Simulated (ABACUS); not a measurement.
The system is PbO2.

```
Pb O
1.0
    -2.70199    0.00000    2.70199
     0.00000    2.70199    2.70199
    -2.70199    2.70199    0.00000
Pb O
1 2
Direct
  0.00000 0.00000 0.00000
  0.25000 0.25000 0.25000
  0.75000 0.75000 0.75000
```

The cell comes from a database or a generator and needn't be the stable form of this composition.

Base run:

```yaml
Program: ABACUS 3.10.1
Functional: PBE
Potentials_or_basis: PseudoDojo NC SR 0.4.1 PBE standard
Cutoff: 1143 eV
Density_cutoff: 4572 eV
Basis: plane waves
k_mesh: 6 × 6 × 6
Occupations: fermi-dirac, width 0.05 eV
Spin: no spin polarisation
```

Its results: band gap on the k mesh none (metal or under the smearing width); pressure 0.8 GPa.

Q: The run is repeated on the same cell with these changes: cutoff from 1143 eV to 1361 eV; density cutoff from 4572 eV to 5442 eV; basis from plane waves to DZP LCAO (the cutoffs set its grid). What comes out?

A: Band gap on the k mesh none (metal or under the smearing width); pressure 5.1 GPa.

Caveats: the atomic orbitals were generated for these runs and aren't a published set (some runs); the basis of atomic orbitals isn't converged, which shifts pressures, moduli and gaps (some runs).
